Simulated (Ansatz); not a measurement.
**N: a relaxation**

Wanted: a converged relaxation for N, and a check of what comes out. The structure is shown as the input types it.

Program: Ansatz 0.2.0. Level of theory: DFT, PBEsol, PAW with Ansatz's default frozen-core files, scalar-relativistic; relaxation of cell and atoms. These are calculated values, not measurements.

### Step 1. Starting point

It takes space group P4_2/mnm (No. 136, tetragonal). Conventional cell: a = 7.718 Å, b = 7.718 Å, c = 10.102 Å, α = 90.00°, β = 90.00°, γ = 90.00°. N (site symmetry m2m) is surrounded by 1 N at 2.09 Å.

Structure file:

```cif
data_structure
_symmetry_space_group_name_H-M 'P 1'
_symmetry_Int_Tables_number 1
_cell_length_a 7.7178
_cell_length_b 7.7178
_cell_length_c 10.1023
_cell_angle_alpha 90.000
_cell_angle_beta 90.000
_cell_angle_gamma 90.000
_cell_volume 601.73
loop_
_atom_site_label
_atom_site_type_symbol
_atom_site_fract_x
_atom_site_fract_y
_atom_site_fract_z
_atom_site_occupancy
N1 N 0.90428 0.90428 0.00000 1
N2 N 0.59572 0.40428 0.50000 1
N3 N 0.09572 0.09572 0.00000 1
N4 N 0.40428 0.59572 0.50000 1
```

### Step 2. The calculation

The input, input.yaml:

```yaml
crystal:
  lattice:
    - [7.7177585, 0.0, 0.0]
    - [0.0, 7.7177585, 0.0]
    - [0.0, 0.0, 10.1023118]
  atoms:
    - { symbol: "N", position: [0.9042752, 0.9042752, 0.0] }
    - { symbol: "N", position: [0.5957248, 0.4042752, 0.5] }
    - { symbol: "N", position: [0.0957248, 0.0957248, 0.0] }
    - { symbol: "N", position: [0.4042752, 0.5957248, 0.5] }
kpoints:
  mp_grid: { grid: [6, 6, 4] }
scf:
  occupations: { method: fixed }
  max_iter: 50
hamiltonian:
  xc: pbesol
  pseudopotentials: { kind: paw }
relax:
  f_tol: 0.002
  max_steps: 80
  cell: {}
output:
  forces: true
  stress: true
```

On the command line:

```
$ ansatz run input.yaml --threads 2 --pin off --max-ram 5120MiB --backend cpu --events-out ev --progress --plain --runs-dir out
```

What happens when this is run?

The program finished normally. That alone doesn't make the input a sound one.

A unit slip: numbers in bohr are taken as ångström. The shortest distance in the input is 2.09 Å, between atoms 2 (N) and 4 (N).

What to do: convert the lengths to the unit that the input reads.
